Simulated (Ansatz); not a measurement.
Born–Oppenheimer molecular dynamics of a periodic cell of 18 atoms, Rh (surface Rh(110)). It goes on from the last frame of an earlier run, with new velocities.

These are results of DFT PBE, scalar-relativistic, plane waves, PAW (Ansatz), not measurements. Settings: accuracy low, cutoff 420 eV, k mesh 1x2x1, fermi-dirac smearing 0.1 eV, no spin polarisation.

```
ensemble        : NVT, Langevin thermostat
time step       : 3 fs
steps asked     : 200
set temperature : 1050 K
friction        : 0.5 /fs
atoms held      : 1 to 6
seed            : 644056
```

First frame:

```xyz
18
Lattice="11.4000 0.0000 0.0000 0.0000 5.3740 0.0000 0.0000 0.0000 13.6870" Properties=species:S:1:pos:R:3
Rh 0.000 0.000 1.000
Rh 3.800 0.000 1.000
Rh 7.600 0.000 1.000
Rh 0.000 2.687 1.000
Rh 3.800 2.687 1.000
Rh 7.600 2.687 1.000
Rh 1.889 1.313 2.294
Rh 5.868 1.508 2.263
Rh 9.594 1.429 2.096
Rh 2.069 3.944 2.336
Rh 5.660 4.133 2.120
Rh 9.500 4.139 2.228
Rh -0.110 0.166 3.571
Rh 3.950 0.028 3.491
Rh 7.718 0.142 3.499
Rh 0.099 2.814 3.467
Rh 4.085 2.771 3.590
Rh 7.625 3.008 3.571
```

**Question.** What does the run give?

**Answer.** The run went to its last step.

```
steps done                                               : 200
time covered                                             : 600 fs
mean temperature over the second half                    : 1038 K
spread of the potential energy over the second half      : 9.6 meV per atom
mean potential energy of the second half above the start : 19.0 meV per atom
```

A run of 0.6 ps of so small a system gives no equilibrium averages. The friction is so strong that the motion is overdamped, so the time scale means little. Limits of this set-up: coarse k mesh, thin slab, slab without dipole correction, a typed lattice constant that wasn't relaxed here, low accuracy level.

**Question.** What happens to the structure?

**Answer.** Mean squared displacements from the first frame to the last: Rh 0.02 Å². The details hang on the random start.

**Question.** How do temperature and energy run in time?

**Answer.** 
```
time (fs)  T (K)  potential energy less start (eV)
        0   1050                             0.000
       18   1021                             0.055
       36   1371                             0.149
       54   1261                             0.061
       72   1072                             0.247
       90   1022                             0.290
      108    718                             0.242
      126   1390                             0.276
      144   1023                             0.466
      162    875                             0.339
      180    884                             0.479
      198    727                             0.551
      216   1294                             0.748
      234    836                             0.540
      252   1231                             0.448
      270   1047                             0.065
      288   1073                             0.278
      306   1266                             0.580
      324   1221                             0.571
      342    952                             0.662
      360    822                             0.555
      378    903                             0.471
      396    907                             0.365
      414    618                             0.327
      432    747                             0.359
      450   1145                             0.117
      468   1195                             0.331
      486   1300                             0.421
      504    612                             0.324
      522   1309                             0.141
      540   1088                             0.287
      558   1443                             0.157
      576    923                             0.058
      594    953                             0.176
```

Run time: 23 min on 2 threads of Intel(R) Xeon(R) Platinum 8488C (Sapphire Rapids) (shared host), peak memory 1.7 GiB.
